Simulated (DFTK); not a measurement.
The system is TaN.

```
CELL_PARAMETERS angstrom
0.00000 2.21132 2.21132
2.21132 0.00000 2.21132
2.21132 2.21132 0.00000
ATOMIC_POSITIONS crystal
Ta 0.50000 0.50000 0.50000
N 0.00000 0.00000 0.00000
```

The cell comes from a database or a generator and needn't be the stable form of this composition.

Base run:

```yaml
Program: DFTK 0.8.2
Functional: PBEsol
Potentials_or_basis: SG15 1.2 (PBE)
Cutoff: 1225 eV
k_mesh: 10 × 10 × 10
Occupations: fermi-dirac, width 0.05 eV
Spin: no spin polarisation
```

Its results: band gap on the k mesh none (metal or under the smearing width); pressure -11.5 GPa.

**Question.** The run is repeated on the same cell with these changes: functional from PBEsol to r2SCAN; k mesh from 10 × 10 × 10 to 7 × 7 × 7. What comes out?

**Answer.** Band gap on the k mesh none (metal or under the smearing width); pressure -16.2 GPa.

Several settings changed at once, so the effect can't be laid on one alone.

Caveats: the potentials were made for another functional, which shifts forces and pressure; spin-orbit coupling is left out, which moves the levels of the heavy elements; so large a pressure means that the cell lies far from this level's equilibrium, or that cutoff or potentials fall short (some runs).
